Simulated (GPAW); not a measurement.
# Pt: single point with PBE

The system is Pt.

```
CELL_PARAMETERS angstrom
2.77313 0.00000 0.00000
1.38657 2.40160 0.00000
1.38657 0.80053 2.26425
ATOMIC_POSITIONS crystal
Pt 0.00000 0.00000 0.00000
```

```
Program             : GPAW 26.7.0
Task                : single point
Functional          : PBE
Potentials or basis : GPAW PAW data sets (gpaw-data 1.2.1)
Cutoff              : 500 eV
Basis               : pw
k mesh              : 9 × 9 × 9
Occupations         : fermi-dirac, width 0.05 eV
Spin                : no spin polarisation
```

```yaml
Pressure: 9.0 GPa
Band_gap_on_the_k_mesh: none (metal or under the smearing width)
```

Levels at points of the mesh, in eV from the Fermi level:
| k point | band 5 | band 6 | band 7 | band 8 | band 9 | band 10 | band 11 | band 12 |
| --- | --- | --- | --- | --- | --- | --- | --- | --- |
| (0.00, 0.00, 0.00) | -3.77 | -3.77 | -3.77 | -1.64 | -1.64 | 15.09 | 20.16 | 20.16 |

It took 4.5 s on 1 thread of Arm Neoverse V2 (shared host), peak memory 0.13 GiB.

Caveat: the cutoff is short for stress and forces, so pressures can be off by a GPa or more. Spin-orbit coupling is left out, which matters for the levels of Pt.
